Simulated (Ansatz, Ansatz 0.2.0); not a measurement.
# Lattice constants of SrNiGe: PBEsol gives all three axes too short

## The measurement

The reference is a room-temperature X-ray diffraction study of SrNiGe prepared by induction melting in a sealed tantalum tube: "From one to three dimensions - corrugated 1D-NiGe ribbons as building block in alkaline-earth metal Ae-Ni-Ge phases. Crystal structure and chemical bonding in AeNiGe (Ae - Mg, Sr, Ba)" (2012, arXiv:1210.7613). The compound is an ordered orthorhombic germanide in which corrugated NiGe ribbons are separated by strontium. All three axes are compared, in the Pnma setting; the cell volume is not compared here. The uncertainties of the axes are far smaller than the usual error of a density functional. They describe one structure determination, however, and do not by themselves cover differences between samples. The diffraction cell from which the relaxations start has the same axes as the reference, so agreement has to be judged after relaxation.

| compared with | measured | source's wording or label | T (K) | method |
| --- | --- | --- | --- | --- |
| a (Å) | 5.727 ± 0.001 | 5.727 ± 0.001 A | room temperature | X-ray diffraction |
| b (Å) | 4.174 ± 0.001 | 4.174 ± 0.001 A | room temperature | X-ray diffraction |
| c (Å) | 11.4 | 11.4 ± 0.003 A | room temperature | X-ray diffraction |

Conditions are those given with the value in the passage it was taken from; "not stated" means there, and the paper may say more elsewhere. The values are a selection: others may have been left out beforehand as unlike or outlying.

## Model and target

The aim is to reproduce a, b and c each within 0.5 %. This is tight enough to expose the error of a functional that systematically over- or underbinds, and it is wide compared with the diffraction uncertainties. Each axis is judged separately, because errors in the ribbons and in the spacing between them could cancel in the volume.

The model is the ordered 12-atom cell, with cell and atomic positions relaxed in the symmetry of the diffraction structure and without spin polarisation. The calculation gives a static cell, whereas the reference was measured at room temperature. Thermal and zero-point expansion of an intermetallic of this kind is roughly a few tenths of a per cent in length, so a sound static result should lie slightly below experiment.

PBEsol is the natural first choice for the lattice constants of such a metallic solid. LDA would cost about as much but usually makes the cell too small; it serves better as a neighbouring level for scale than as the basis of the result. The PBEsol cell is to be tested with a higher cutoff, a denser k mesh and a different kind of pseudopotential before the functional is judged.

Plain PBE isn't shown in this study.

System: SrNiGe, orthorhombic anti-SnFCl type; Pnma (No. 62), 12 atoms in the primitive cell; the database structure is a diffraction structure: a = 5.727 Å, b = 4.174 Å, c = 11.400 Å; structure from the Crystallography Open Database.

On the selection of runs and values: Further runs on this system are not shown.

## 1. PBEsol relaxation of the full cell

The PBEsol relaxation with the PAW set at its default cutoff supplies the cell on which the later checks build. All three axes are expected to come out somewhat short of the room-temperature values.

**Run 1.** Ansatz 0.2.0: PBEsol, cell and atoms relaxed from the database structure, PAW set soft_2, cutoff 420 eV (default), 6x8x4 k mesh, Gaussian smearing 0.1 eV.

Key lines of the input:
```
crystal:
  # lattice and atoms
kpoints:
  mp_grid: { grid: [6, 8, 4] }
hamiltonian:
  xc: pbesol
scf:
  occupations: { method: gaussian, width: 0.1 }
output:
  forces: true
  stress: true
relax:
  adjacent_minimum: "off"
  f_tol: 0.005
  max_steps: 60
  cell: { stress_tol: 0.03 }
```

Command:
```
ansatz run input.yaml --threads 4 --pin off --max-ram 16384MiB --backend cpu --events-out ev --progress --plain --runs-dir out
```

Selected lines of the output:
```
relax step   7: F+E_penalty+E_count = -54209.15142366 eV  [...]  max|allowed force component| = 1.853e-3 eV/Å  [...]  P = +0.005 GPa  Ω = 261.330 Å³  [...]
  cell:  # Å, volume = 261.3304 Å³
    - [5.620202954327575, 0.0, 0.0]
    - [0.0, 4.126697230937801, 0.0]
    - [0.0, 0.0, 11.267699643507509]
```

Converged; 3.9 min on 4 cores of Arm Neoverse V1, shared host.

| quantity | run 1 | measured | deviation |
| --- | --- | --- | --- |
| a (Å) | 5.620 | 5.727 ± 0.001 | −0.107 (−1.9 %) |
| b (Å) | 4.127 | 4.174 ± 0.001 | −0.047 (−1.1 %) |
| c (Å) | 11.268 | 11.4 | −0.132 (−1.2 %) |
| conventional cell volume (Å³) | 261.33 |  |  |

All three axes miss the target on the short side, a by 1.9 %, b by 1.1 % and c by 1.2 %. The sign is the anticipated one, but the size is not: thermal and zero-point expansion of a few tenths of a per cent would leave most of each gap open. The contraction is also uneven, with a falling short by clearly more than b and c.

An incomplete relaxation does not explain this. The last step has a pressure of only 0.005 GPa and small forces. That says nothing about the cutoff, the k mesh or the potentials, which have to be examined separately.

## 2. Cutoff, k mesh and pseudopotentials

Before the miss is put down to PBEsol, the relaxation is repeated with a cutoff of 590 eV, with a mesh denser along a and b, and with norm-conserving PseudoDojo potentials in place of the PAW set. Each run changes one part of the numerical description and keeps the functional. Shifts well below the present deviations are expected from cutoff and mesh; the change of potentials is the more searching test, since it replaces the description of the cores of all three elements.

**Run 2.** Ansatz 0.2.0: PBEsol, cell and atoms relaxed from the database structure, PAW set soft_2, cutoff 590 eV, 6x8x4 k mesh, Gaussian smearing 0.1 eV.

Key lines of the input, as changed from run 1:
```diff
+ basis:
+   ecutwfc: 590.0
```

Selected lines of the output:
```
  cell:  # Å, volume = 261.3287 Å³
    - [5.620014324043341, 0.0, 0.0]
```

Converged; 6.7 min on the same hardware.

**Run 3.** Ansatz 0.2.0: PBEsol, cell and atoms relaxed from the database structure, PAW set soft_2, cutoff 420 eV (default), 8x10x4 k mesh, Gaussian smearing 0.1 eV.

Key lines of the input, as changed from run 1:
```diff
  kpoints:
-   mp_grid: { grid: [6, 8, 4] }
+   mp_grid: { grid: [8, 10, 4] }
```

Selected lines of the output:
```
    - [5.6181895686773, 0.0, 0.0]
    - [0.0, 4.133024150138229, 0.0]
```

Converged; 5.8 min on the same hardware.

**Run 4.** Ansatz 0.2.0: PBEsol, PseudoDojo norm-conserving pseudopotentials, cell and atoms relaxed from the database structure, cutoff 1333 eV (default), 6x8x4 k mesh, Gaussian smearing 0.1 eV.

Key lines of the input, as changed from run 1:
```diff
  hamiltonian:
+   pseudopotentials: { kind: nc, accuracy: standard }
```

Selected lines of the output:
```
    - [5.618195080432192, 0.0, 0.0]
```

Converged; 19 min on the same hardware.

| quantity | run 2 | run 3 | run 4 | measured |
| --- | --- | --- | --- | --- |
| a (Å) | 5.620 | 5.618 | 5.618 | 5.727 ± 0.001 |
| b (Å) | 4.127 | 4.133 | 4.128 | 4.174 ± 0.001 |
| c (Å) | 11.268 | 11.262 | 11.270 | 11.4 |
| conventional cell volume (Å³) | 261.33 | 261.49 | 261.40 |  |

The miss survives all three checks. Raising the cutoff leaves the axes practically unchanged, and the norm-conserving potentials move none of them by more than 0.003 Å. The denser mesh has the largest effect: it lengthens b by 0.006 Å and shortens c by about as much, with little change in a. On that mesh b is still 1.0 % short, c 1.2 % and a 1.9 %.

The close agreement between two kinds of potentials makes the PAW set an unlikely cause. What remains is chiefly the functional, the non-spin-polarised description, or the reference itself.

## 3. BLYP with and without dispersion

LDA, foreseen as the neighbouring level, would in all likelihood shorten the axes further and so say little about the cause of the miss. A functional that tends to give larger cells is more informative here, and BLYP is taken for that purpose, once plain and once with D3(BJ). Plain BLYP usually overestimates the lattice constants of metallic solids, and the dispersion term should draw the cell in again. The point of interest is whether the three axes come into line together or whether a stays short relative to the other two. An agreement reached in this way would need caution, since BLYP is not a functional of choice for metals.

**Run 5.** Ansatz 0.2.0: BLYP, cell and atoms relaxed from the database structure, PAW set soft_2, cutoff 420 eV (default), 6x8x4 k mesh, Gaussian smearing 0.1 eV.

Key lines of the input, as changed from run 1:
```diff
  hamiltonian:
-   xc: pbesol
+   xc: blyp
```

Converged; 4 min on the same hardware.

**Run 6.** Ansatz 0.2.0: BLYP+D3(BJ), cell and atoms relaxed from the database structure, PAW set soft_2, cutoff 420 eV (default), 6x8x4 k mesh, Gaussian smearing 0.1 eV.

Key lines of the input, as changed from run 5:
```diff
  hamiltonian:
+   dispersion: d3bj
```

Converged; 3.5 min on the same hardware.

| quantity | run 5 | run 6 | measured |
| --- | --- | --- | --- |
| a (Å) | 5.886 | 5.589 | 5.727 ± 0.001 |
| b (Å) | 4.248 | 4.146 | 4.174 ± 0.001 |
| c (Å) | 11.588 | 11.170 | 11.4 |
| conventional cell volume (Å³) | 289.79 | 258.86 |  |

Neither BLYP run meets the target on any axis. Plain BLYP makes a 2.8 %, b 1.8 % and c 1.6 % too long. With D3(BJ) the error changes sign: a is 2.4 %, b 0.7 % and c 2.0 % too short. The dispersion term thus overcorrects, and the cell ends up smaller even than that of PBEsol.

The question about a has a partial answer. It is not short at every level, but it carries the largest relative error in each case, too long with plain BLYP and too short with PBEsol and BLYP+D3(BJ). It also contracts most, in relative terms, when dispersion is added. This suggests that a is the axis most sensitive to the treatment of exchange and correlation, so its larger shortfall with PBEsol need not point to a separate fault in the measured a. That the measured cell lies between the computed ones does not confirm it, however, and the effect of spin polarisation is not shown in these runs.

## Collected results

| run | settings | a (Å) | b (Å) | c (Å) | mean abs. dev. of these columns (%) | cost |
| --- | --- | --- | --- | --- | --- | --- |
| 1 | PBEsol, PAW set soft_2, cutoff 420 eV (default), 6x8x4 k mesh | 5.620 | 4.127 | 11.268 | 1.4 | 16 core-min |
| 2 | PBEsol, PAW set soft_2, cutoff 590 eV, 6x8x4 k mesh | 5.620 | 4.127 | 11.268 | 1.4 | 27 core-min |
| 3 | PBEsol, PAW set soft_2, cutoff 420 eV (default), 8x10x4 k mesh | 5.618 | 4.133 | 11.262 | 1.4 | 23 core-min |
| 4 | PBEsol, PseudoDojo norm-conserving pseudopotentials, cutoff 1333 eV (default), 6x8x4 k mesh | 5.618 | 4.128 | 11.270 | 1.4 | 75 core-min |
| 5 | BLYP, PAW set soft_2, cutoff 420 eV (default), 6x8x4 k mesh | 5.886 | 4.248 | 11.588 | 2.1 | 16 core-min |
| 6 | BLYP+D3(BJ), PAW set soft_2, cutoff 420 eV (default), 6x8x4 k mesh | 5.589 | 4.146 | 11.170 | 1.7 | 14 core-min |
|  | measured | 5.727 ± 0.001 | 4.174 ± 0.001 | 11.4 |  |  |

Further runs on the same system, made beside this series (convergence steps with loose settings among them):

| further | settings | a (Å) | b (Å) | c (Å) | mean abs. dev. of these columns (%) | cost |
| --- | --- | --- | --- | --- | --- | --- |
| F1 | PBEsol+D3(BJ), PAW set soft_2, cutoff 420 eV (default), 6x8x4 k mesh | 5.477 | 4.088 | 11.076 | 3.1 | 17 core-min |
| F2 | LDA, PAW set soft_2, cutoff 420 eV (default), 6x8x4 k mesh | 5.525 | 4.081 | 11.129 | 2.7 | 17 core-min |
| F3 | PBEsol, PAW set soft_2, cutoff 420 eV (default), 4x4x2 k mesh | 5.643 | 4.124 | 11.225 | 1.4 | 4.8 core-min |
|  | measured | 5.727 ± 0.001 | 4.174 ± 0.001 | 11.4 |  |  |

## Outcome

PBEsol misses the 0.5 % target on all three axes. On the denser k mesh, a is 1.9 %, b 1.0 % and c 1.2 % too short, at a cost of 23 core-minutes.

The checks make a numerical cause of the miss unlikely. A higher cutoff changed practically nothing, and norm-conserving potentials moved no axis by more than 0.003 Å. The mesh matters more: a coarser one shifts a and c by about 0.02 and 0.04 Å in opposite directions, which leaves the mean deviation unchanged and hides the error. A denser mesh along c is not shown in this report.

Thermal and zero-point expansion, estimated at a few tenths of a per cent, has the right sign but is too small to close the gap on any of the axes. The likeliest main cause of the rest is overbinding by PBEsol. LDA shortens the cell further, while plain BLYP makes it too large. Adding D3(BJ) does not bring either functional to the target: with PBEsol it leaves a 4.4 % short, and with BLYP it lowers the mean deviation somewhat but turns an overestimate into an underestimate. The BLYP pair showed how strongly a responds to the functional, but brought no usable level for this metal.

The effect of spin polarisation on the axes is not shown in this report, so a contribution from it cannot be excluded. The reference is one room-temperature structure determination, and the miss alone gives no ground to doubt it. Plain PBE, which generally gives longer lattice constants than PBEsol, would be the natural functional to set beside these results.

[Logs are printed without paths, hosts, clocks, repeated set-up lines and the standing remarks that a program may print on its own settings, such as how far it seeks lower states.]

[The runs shown are a pick from a larger set of finished runs; failed, doubtful and other runs were left out of it ahead of writing. So were measured values far from every level or from commonly accepted values, and agreement can look better than it is. Lines of input and output are excerpts and may be shortened.]
